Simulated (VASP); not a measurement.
# NaI: Na into a neighbouring Na vacancy, part 3 of 5

How hard is this move in NaI: Na into a neighbouring Na vacancy? Both ends are relaxed first, then a band of images between them. The start is a cell from a database of measured crystal structures.

VASP 6.6.1; PBEsol; plane waves and PAW (I, Na).

So far. Step 2 (Relax the host): The run ended after 3 ionic steps, 0.007 eV below its first step, once forces and stress met EDIFFG = -0.02. Step 3 (Relax the start): The run ended after 7 ionic steps, 0.140 eV below its first step, once the forces on the free atoms met EDIFFG = -0.05.

## (4) Relax the end

The end state is relaxed in the same way, so that both ends share their errors.

This cell carries charge -1, set by NELECT and balanced by a uniform background.

The input, INCAR:

```
SYSTEM = Na26I27
PREC = Normal
ENCUT = 280
EDIFF = 1E-05
NELM = 120
ISMEAR = 0
SIGMA = 0.05
LREAL = Auto
ALGO = Fast
GGA = PS
NELECT = 216
NBANDS = 150
LORBIT = 11
LWAVE = .FALSE.
LCHARG = .FALSE.
NCORE = 6
IBRION = 2
NSW = 60
ISIF = 2
EDIFFG = -0.05
POTIM = 0.4
MAXMIX = 40
ISYM = 0
```

The input, POSCAR:

```
Na26I27
1.0
    0.0000000000      9.5764607382      9.5764607382
    9.5764607382      0.0000000000      9.5764607382
    9.5764607382      9.5764607382      0.0000000000
I Na
27 26
Direct
    0.1673605243      0.1654785486      0.1678515124
    0.1682967238      0.1664988445      0.4988534432
    0.1682517865      0.1655183836      0.8358676349
    0.1670780216      0.4994372352      0.1659922101
    0.1667034243      0.5003265623      0.4999005307
    0.1686775764      0.4967887737      0.8330550657
    0.1699332554      0.8328179197      0.1647319921
    0.1653466705      0.8327064300      0.5016565700
    0.1633976057      0.8342230295      0.8384407741
    0.4992814527      0.1641382291      0.1675668661
    0.5006250416      0.1686026351      0.4984162085
    0.4962076412      0.1705461194      0.8314632965
    0.5030232582      0.4973278232      0.1659608367
    0.5002244045      0.5035941884      0.4975511313
    0.4971680255      0.5036105818      0.8339415822
    0.4993568558      0.8313332526      0.1672605861
    0.4967290537      0.8359859221      0.5012468592
    0.4985502410      0.8342832993      0.8334306915
    0.8325602256      0.1649951497      0.1671610477
    0.8332261634      0.1660768651      0.4996750835
    0.8337545946      0.1678184530      0.8322999414
    0.8328339473      0.4991110206      0.1668806662
    0.8331044460      0.5013123459      0.4975880520
    0.8341226711      0.4999609282      0.8309863085
    0.8303865725      0.8320629499      0.1687778062
    0.8316904184      0.8320265547      0.5021850013
    0.8306208385      0.8336938358      0.8345816133
   -0.0000747428      0.0004979137     -0.0002979845
    0.0029398330     -0.0041984580      0.6675115933
    0.0018834697      0.3307088714     -0.0005910461
   -0.0007562369      0.3339648052      0.3333803135
   -0.0003275596      0.3350784095      0.6654348759
   -0.0003370291      0.6671645745     -0.0014792727
   -0.0016046016      0.6664699352      0.3344595132
   -0.0035618362      0.6680755904      0.6665521368
    0.3319000397      0.0014917584     -0.0014092166
    0.3333738624     -0.0019510269      0.3351697811
    0.3317685847     -0.0035677605      0.6689272500
    0.3286045215      0.3365379180      0.0032697118
    0.3305343995      0.3324160119      0.3360490801
    0.3331020414      0.3326249330      0.6686843761
    0.3331858933      0.6649161607      0.0011623965
    0.3323788860      0.6662115481      0.3347040064
    0.3336372804      0.6645344402      0.6658915521
    0.6665880987      0.0017119157      0.0003794837
    0.6659829906     -0.0009515813      0.3345660664
    0.6675093197     -0.0014894212      0.6695512744
    0.6666182746      0.3323765935     -0.0002812427
    0.6672396920      0.3321527401      0.3330489191
    0.6655026041      0.3351738712      0.6678311504
    0.6668587615      0.6694751304     -0.0008202096
    0.6661007995      0.6664676020      0.3322110451
    0.6652865163      0.6679735232      0.6651202281
```

The input, KPOINTS:

```
Automatic mesh
0
Gamma
1 1 1
0 0 0
```

PAW data sets: I and Na (PBE family, release 64).

Launch:

```sh
mpirun -np 6 vasp_gam
```

Log:

```text
[... set-up lines as in an earlier step ...]
 entering main loop
       N       E                     dE             d eps       ncg     rms          rms(c)
DAV:   1     0.140419714758E+04    0.14042E+04   -0.55992E+04   308   0.714E+02
DAV:   2     0.790497920673E+02   -0.13251E+04   -0.12524E+04   458   0.163E+02
DAV:   3    -0.135099073126E+03   -0.21415E+03   -0.21262E+03   344   0.723E+01
DAV:   4    -0.147800808873E+03   -0.12702E+02   -0.12686E+02   368   0.207E+01
DAV:   5    -0.148345825996E+03   -0.54502E+00   -0.54492E+00   384   0.472E+00BRMIX: very serious problems
 the old and the new charge density differ
 old charge density:   215.00000 new  216.00000
    0.770E+00
RMM:   6    -0.146352038632E+03    0.19938E+01   -0.24688E+00   300   0.226E+00    0.463E+00
RMM:   7    -0.145998531705E+03    0.35351E+00   -0.41962E+00   300   0.280E+00    0.233E+00
RMM:   8    -0.146010360862E+03   -0.11829E-01   -0.22124E-01   300   0.995E-01    0.239E+00
RMM:   9    -0.146005802201E+03    0.45587E-02   -0.86432E-02   331   0.503E-01    0.106E+00
RMM:  10    -0.145989064334E+03    0.16738E-01   -0.27681E-01   304   0.744E-01    0.276E+00
RMM:  11    -0.145990322931E+03   -0.12586E-02   -0.21990E-02   300   0.315E-01    0.270E+00
RMM:  12    -0.145993426152E+03   -0.31032E-02   -0.87283E-03   327   0.165E-01    0.287E+00
RMM:  13    -0.145998018645E+03   -0.45925E-02   -0.42001E-03   300   0.109E-01    0.329E+00
RMM:  14    -0.146018329366E+03   -0.20311E-01   -0.22143E-02   345   0.201E-01    0.459E+00
RMM:  15    -0.145988267341E+03    0.30062E-01   -0.45410E-02   385   0.298E-01    0.208E+00
RMM:  16    -0.145982744844E+03    0.55225E-02   -0.47643E-02   408   0.293E-01    0.367E-01
RMM:  17    -0.145984161467E+03   -0.14166E-02   -0.22456E-03   304   0.825E-02    0.733E-01
RMM:  18    -0.145984339466E+03   -0.17800E-03   -0.66231E-04   341   0.477E-02    0.768E-01
RMM:  19    -0.145982791945E+03    0.15475E-02   -0.87499E-03   408   0.125E-01    0.270E-01
RMM:  20    -0.145982734740E+03    0.57205E-04   -0.86910E-05   300   0.226E-02    0.184E-01
RMM:  21    -0.145982673348E+03    0.61392E-04   -0.27275E-04   300   0.248E-02    0.256E-02
RMM:  22    -0.145982677072E+03   -0.37231E-05   -0.23934E-05   209   0.979E-03
   1 F= -.14598268E+03 E0= -.14598268E+03  d E =-.145983E+03
 curvature:   0.00 expect dE= 0.000E+00 dE for cont linesearch  0.000E+00
 trial: gam= 0.00000 g(F)=  0.327E-01 g(S)=  0.000E+00 ort = 0.000E+00 (trialstep = 0.100E+01)
 search vector abs. value=  0.327E-01
 bond charge predicted
       N       E                     dE             d eps       ncg     rms          rms(c)
DAV:   1    -0.146011840457E+03   -0.29167E-01   -0.41047E-01   328   0.103E+00    0.245E-01
RMM:   2    -0.146018577801E+03   -0.67373E-02   -0.37596E-02   300   0.344E-01    0.145E+00
RMM:   3    -0.146013827852E+03    0.47499E-02   -0.75271E-03   300   0.171E-01    0.508E-01
RMM:   4    -0.146014093033E+03   -0.26518E-03   -0.10155E-02   300   0.155E-01    0.271E-01
RMM:   5    -0.146014072315E+03    0.20717E-04   -0.75197E-04   301   0.649E-02    0.417E-01
RMM:   6    -0.146013763753E+03    0.30856E-03   -0.38942E-04   300   0.362E-02    0.211E-01
RMM:   7    -0.146013722665E+03    0.41088E-04   -0.23953E-04   300   0.250E-02    0.589E-02
RMM:   8    -0.146013743142E+03   -0.20477E-04   -0.17909E-04   300   0.204E-02    0.601E-02
RMM:   9    -0.146013751055E+03   -0.79127E-05   -0.34772E-05   225   0.109E-02
   2 F= -.14601375E+03 E0= -.14601375E+03  d E =-.310740E-01
[...]
3 F= -.14608550E+03 E0= -.14608550E+03  d E =-.102823E+00
[...]
4 F= -.14613120E+03 E0= -.14613120E+03  d E =-.148519E+00
[...]
5 F= -.14613288E+03 E0= -.14613288E+03  d E =-.150199E+00
[...]
6 F= -.14614015E+03 E0= -.14614015E+03  d E =-.727814E-02
 trial-energy change:   -0.007278  1 .order   -0.007177   -0.007901   -0.006453
 step:   7.7572(harm= 14.1967)  dis= 0.01555  next Energy=  -146.147328 (dE=-0.145E-01)
 bond charge predicted
       N       E                     dE             d eps       ncg     rms          rms(c)
DAV:   1    -0.146143328884E+03   -0.31694E-02   -0.12871E+00   328   0.192E+00    0.436E-01
RMM:   2    -0.146149051541E+03   -0.57227E-02   -0.58194E-02   300   0.511E-01    0.322E-01
RMM:   3    -0.146149701779E+03   -0.65024E-03   -0.91786E-03   300   0.244E-01    0.231E-01
RMM:   4    -0.146150153693E+03   -0.45191E-03   -0.30452E-03   340   0.133E-01    0.253E-01
RMM:   5    -0.146150376753E+03   -0.22306E-03   -0.59901E-04   332   0.535E-02    0.286E-01
RMM:   6    -0.146150155733E+03    0.22102E-03   -0.15426E-04   301   0.240E-02    0.239E-01
RMM:   7    -0.146149910688E+03    0.24505E-03   -0.21770E-04   300   0.253E-02    0.162E-01
RMM:   8    -0.146149738103E+03    0.17259E-03   -0.43521E-04   313   0.333E-02    0.536E-02
RMM:   9    -0.146149736955E+03    0.11481E-05   -0.38627E-05   239   0.145E-02
   7 F= -.14614974E+03 E0= -.14614974E+03  d E =-.168606E-01
 curvature:  -5.34 expect dE=-0.349E-02 dE for cont linesearch -0.268E-02
 trial: gam=-0.20768 g(F)=  0.654E-03 g(S)=  0.000E+00 ort = 0.129E-02 (trialstep = 0.363E+01)
 search vector abs. value=  0.261E-03
 reached required accuracy - stopping structural energy minimisation
```

Run time: 2.3 min. Hardware: 6 MPI ranks of Intel Xeon Platinum 8259CL at 2.50GHz (Skylake/Cascade Lake), shared host; peak memory 1.1 GiB; 12 min of CPU time.

Parts of OUTCAR (step 4):

```text
NELECT = 216

 ion  position               nearest neighbor table
   1  0.167  0.165  0.168-  39 3.18  36 3.19  37 3.19  30 3.20  31 3.20
   2  0.168  0.166  0.499-  40 3.14  37 3.18  38 3.19  31 3.20  32 3.21  29 3.22
   3  0.168  0.166  0.836-  36 3.13  30 3.15  41 3.18  28 3.19  38 3.22  32 3.25
   4  0.167  0.499  0.166-  39 3.12  42 3.18  31 3.19  40 3.19  33 3.21  34 3.21
   5  0.167  0.500  0.500-  43 3.18  40 3.18  32 3.18  34 3.20  35 3.20  41 3.21
   6  0.169  0.497  0.833-  41 3.15  39 3.16  44 3.19  30 3.19  33 3.22  35 3.24
   7  0.170  0.833  0.165-  36 3.17  42 3.17  43 3.18  28 3.21  34 3.24
   8  0.165  0.833  0.502-  29 3.15  44 3.18  37 3.19  43 3.19  35 3.19
   9  0.163  0.834  0.838-  28 3.14  38 3.17  33 3.17  29 3.17  42 3.18  44 3.28
  10  0.499  0.164  0.168-  45 3.16  37 3.18  46 3.20  39 3.21  48 3.21  40 3.22
  11  0.501  0.169  0.498-  49 3.16  40 3.18  46 3.19  41 3.20  47 3.24  38 3.27
  12  0.496  0.171  0.831-  41 3.12  36 3.19  50 3.20  47 3.20  39 3.24  45 3.25
  13  0.503  0.497  0.166-  48 3.17  49 3.17  42 3.20  51 3.22  40 3.23  43 3.23
  14  0.500  0.504  0.498-  52 3.15  44 3.15  43 3.17  50 3.21  49 3.22  41 3.24
  15  0.497  0.504  0.834-  42 3.15  44 3.18  53 3.18  50 3.20  48 3.21  39 3.21
  16  0.499  0.831  0.167-  51 3.16  52 3.18  43 3.18  37 3.20  36 3.22  45 3.23
  17  0.497  0.836  0.501-  38 3.14  37 3.16  46 3.18  53 3.18  44 3.20  52 3.24
  18  0.499  0.834  0.833-  38 3.17  36 3.18  47 3.19  51 3.20  53 3.20  42 3.21
  19  0.833  0.165  0.167-  28 3.18  46 3.18  49 3.19  48 3.19  30 3.21
  20  0.833  0.166  0.500-  49 3.19  47 3.19  31 3.20  50 3.23  29 3.23
  21  0.834  0.168  0.832-  48 3.18  50 3.19  32 3.19  45 3.19  28 3.19  29 3.23
  22  0.833  0.499  0.167-  49 3.18  52 3.19  31 3.19  51 3.20  33 3.21  30 3.22
  23  0.833  0.501  0.498-  34 3.16  31 3.18  52 3.18  50 3.20  53 3.20  32 3.20
  24  0.834  0.500  0.831-  32 3.16  35 3.16  53 3.21  48 3.21  30 3.22  51 3.23
  25  0.830  0.832  0.169-  52 3.16  45 3.18  46 3.19  34 3.20  33 3.21  28 3.24
  26  0.832  0.832  0.502-  35 3.15  53 3.16  34 3.19  46 3.19  47 3.20
  27  0.831  0.834  0.835-  51 3.14  47 3.14  33 3.19  35 3.20  45 3.20  29 3.20
  28  1.000  0.000  1.000-   9 3.14  19 3.18   3 3.19  21 3.19   7 3.21  25 3.24
  29  0.003  0.996  0.668-   8 3.15   9 3.17  27 3.20   2 3.22  21 3.23  20 3.23
  30  0.002  0.331  0.999-   3 3.15   6 3.19   1 3.20  19 3.21  22 3.22  24 3.22
  31  0.999  0.334  0.333-  23 3.18  22 3.19   4 3.19  20 3.20   1 3.20   2 3.20
  32  1.000  0.335  0.665-  24 3.16   5 3.18  21 3.19  23 3.20   2 3.21   3 3.25
  33  1.000  0.667  0.999-   9 3.17  27 3.19  22 3.21   4 3.21  25 3.21   6 3.22
  34  0.998  0.666  0.334-  23 3.16  26 3.19  25 3.20   5 3.20   4 3.21   7 3.24
  35  0.996  0.668  0.667-  26 3.15  24 3.16   8 3.19  27 3.20   5 3.20   6 3.24
  36  0.332  0.001  0.999-   3 3.13   7 3.17  18 3.18   1 3.19  12 3.19  16 3.22
  37  0.333  0.998  0.335-  17 3.16  10 3.18   2 3.18   1 3.19   8 3.19  16 3.20
  38  0.332  0.996  0.669-  17 3.14   9 3.17  18 3.17   2 3.19   3 3.22  11 3.27
  39  0.329  0.337  0.003-   4 3.12   6 3.16   1 3.18  10 3.21  15 3.21  12 3.24
[...]
52  0.666  0.666  0.332-  14 3.15  25 3.16  16 3.18  23 3.18  22 3.19  17 3.24
  53  0.665  0.668  0.665-  26 3.16  17 3.18  15 3.18  23 3.20  18 3.20  24 3.21

 Found      1 irreducible k-points:

 E-fermi :   1.4541

 k-point     1 :       0.0000    0.0000    0.0000
  band No.  band energies     occupation
    ...
    104       1.1157      2.00000
    105       1.1187      2.00000
    106       1.1664      2.00000
    107       1.1674      2.00000
    108       1.1680      2.00000
    109       4.7124      0.00000
    110       6.0564      0.00000
    111       6.0581      0.00000
    112       6.0597      0.00000
    113       6.0714      0.00000
    ...

  Total       10.7179318     10.6652644     10.7431227      0.0001074      0.0019044     -0.0073245
  in kB        9.7763441      9.7283036      9.7993219      0.0000980      0.0017371     -0.0066810
  external PRESSURE =       9.7679899 kB  Pullay stress =       0.0000000 kB

 POSITION                                       TOTAL-FORCE (eV/Angst)
 -----------------------------------------------------------------------------------
      3.19610      3.20336      3.25212        -0.008351     -0.013417      0.004681
      6.39722      6.39889      3.20008        -0.009273     -0.007138     -0.002971
      9.56158      9.56266      3.20138         0.009931      0.007153     -0.008627
      6.40304      3.19219      6.36532         0.005630     -0.001632     -0.011371
      9.56731      6.39507      6.37099         0.002783     -0.006364     -0.003690
     12.76449      9.56176      6.36352        -0.001775     -0.006492     -0.017379
      9.49774      3.20013      9.57453         0.000955     -0.007378      0.003565
     12.77247      6.45623      9.55663        -0.007154      0.006266      0.004286
     15.98516      9.57319      9.55724         0.003392     -0.009192      0.011973
      3.19297      6.38912      6.36182         0.009309      0.014304     -0.004194
      6.40120      9.56537      6.36727        -0.009527      0.007415     -0.001239
      9.58789     12.76042      6.38131        -0.016690     -0.001719     -0.022778
      6.37664      6.40123      9.57329         0.019549      0.010025     -0.002649
      9.56504      9.56259      9.58342        -0.007995     -0.004290     -0.010295
     12.78387     12.76028      9.57496        -0.008803      0.001392     -0.006549
      9.56259      6.38709     12.77579         0.004993      0.001923     -0.001931
     12.78160      9.55956     12.76449        -0.007298     -0.010669      0.006932
     15.97136     12.76652     12.77880         0.017196      0.001794      0.014624
      3.18114      9.50441      9.56462         0.009409     -0.007588      0.000954
      6.46146     12.77503      9.57069         0.011601     -0.006326      0.002292
      9.56335     15.96409      9.58173        -0.000965      0.015636     -0.007097
      6.37879      9.56013     12.77878         0.006980      0.007029     -0.006410
      9.56672     12.75594     12.78168        -0.008373      0.000911      0.014568
     12.76323     15.95933     12.77365         0.008535      0.016365      0.012121
      9.56708      9.55750     15.93584         0.004363      0.005223      0.015171
     12.77719     12.76282     15.87820        -0.001531      0.001588     -0.001882
     15.98580     15.96908     15.94105        -0.013040     -0.009295      0.005545
      0.05390      9.62334      9.57020        -0.004952      0.008933     -0.002362
     15.90770      6.35151      9.57204         0.001179     -0.021861     -0.000562
      3.18022      0.05188      3.13381         0.003842      0.004047     -0.008270
      6.33857     12.76537     12.71383        -0.008166      0.004936     -0.010491
      9.57675     15.95030     12.77471         0.009333     -0.009681     -0.015535
     15.95226     19.14795     15.95147        -0.002060      0.015264      0.009371
      9.62833     12.76293     16.00539         0.013363     -0.000601      0.011745
     12.77589     15.90248     15.99003        -0.000125     -0.002960      0.013594
      0.04900      3.18862      3.15063         0.008819     -0.001459     -0.014558
     12.76439      6.34245     12.70586         0.007339     -0.013969     -0.010575
     15.96420      9.58119     12.74682        -0.009365      0.005541      0.001229
[...]
-----------------------------------------------------------------------------------
    total drift:                                0.003985      0.001081     -0.012178

  FREE ENERGIE OF THE ION-ELECTRON SYSTEM (eV)
  ---------------------------------------------------
  free  energy   TOTEN  =      -146.1497369546 eV

  energy  without entropy=     -146.1497369546  energy(sigma->0) =     -146.14973695

 total charge
# of ion       s       p       d       tot
------------------------------------------
    1        1.491   2.860   0.002   4.353
    2        1.491   2.862   0.003   4.355
    3        1.491   2.862   0.003   4.355
    4        1.491   2.859   0.003   4.353
    5        1.491   2.862   0.003   4.355
    6        1.491   2.859   0.003   4.352
    7        1.491   2.860   0.002   4.353
    8        1.491   2.860   0.002   4.354
    9        1.491   2.859   0.003   4.352
   10        1.491   2.859   0.003   4.353
   11        1.491   2.861   0.003   4.354
   12        1.491   2.859   0.003   4.353
   13        1.491   2.859   0.003   4.352
   14        1.491   2.859   0.003   4.352
   15        1.491   2.856   0.002   4.349
   16        1.491   2.862   0.003   4.355
   17        1.491   2.859   0.003   4.353
   18        1.491   2.859   0.003   4.353
   19        1.491   2.861   0.002   4.354
   20        1.491   2.860   0.002   4.353
   21        1.491   2.859   0.003   4.352
   22        1.491   2.862   0.003   4.355
   23        1.491   2.859   0.003   4.352
   24        1.491   2.859   0.003   4.352
   25        1.491   2.861   0.003   4.354
   26        1.491   2.860   0.002   4.354
   27        1.491   2.862   0.003   4.355
   28        0.043   0.032   0.000   0.075
   29        0.043   0.032   0.000   0.075
   30        0.043   0.032   0.000   0.075
   31        0.043   0.032   0.000   0.075
   32        0.044   0.032   0.000   0.076
   33        0.044   0.032   0.000   0.076
   34        0.043   0.032   0.000   0.075
   35        0.043   0.032   0.000   0.075
   36        0.043   0.032   0.000   0.075
   37        0.043   0.032   0.000   0.075
[...]
--------------------------------------------------
tot         41.384  78.062   0.068 119.514

[... 6 parts as in an earlier step ...]

[... 1 further part left out ...]
```

The steps of the relaxation:

```tsv
step	energy less that of the first step (eV)	largest force (eV/Å)
1	0.0000	0.2115
2	-0.0311	0.1981
3	-0.1028	0.1376
4	-0.1485	0.0880
5	-0.1502	0.0716
6	-0.1575	0.0516
7	-0.1671	0.0323
```

The atoms that moved most (Å):

```tsv
atom	dx	dy	dz	length
I20	0.086	0.011	0.001	0.087
Na34	0.043	-0.001	0.062	0.075
Na31	-0.052	0.004	-0.054	0.075
Na37	-0.003	-0.060	-0.044	0.075
Na47	-0.044	-0.032	0.050	0.074
Na28	0.052	0.050	-0.010	0.073
Na29	-0.021	-0.069	0.008	0.073
I19	0.000	-0.069	0.012	0.070
```

Numbers from this step:

```
electronic cycles              : 79
free energy (TOTEN)            : -146.1497 eV
Fermi energy                   : 1.454 eV
gap on the k-mesh              : 3.544 eV
least direct gap on the k-mesh : 3.544 eV
```

The run ended after 7 ionic steps, 0.167 eV below its first step, once the forces on the free atoms met EDIFFG = -0.05.

[end of part 3 of 5]

[Lines on the potential files, build, host, timing and source positions are cut from VASP's logs without a mark.]

[Logs are printed without paths, hosts, clocks, repeated set-up lines and the standing remarks that a program may print on its own settings, such as how far it seeks lower states.]

[Hosts, paths, dates, database ids (printed as entryN), source tags and the programs' standing remarks are cut or masked in the printed files.]

[Runs that stopped without an error message from VASP are left out.]
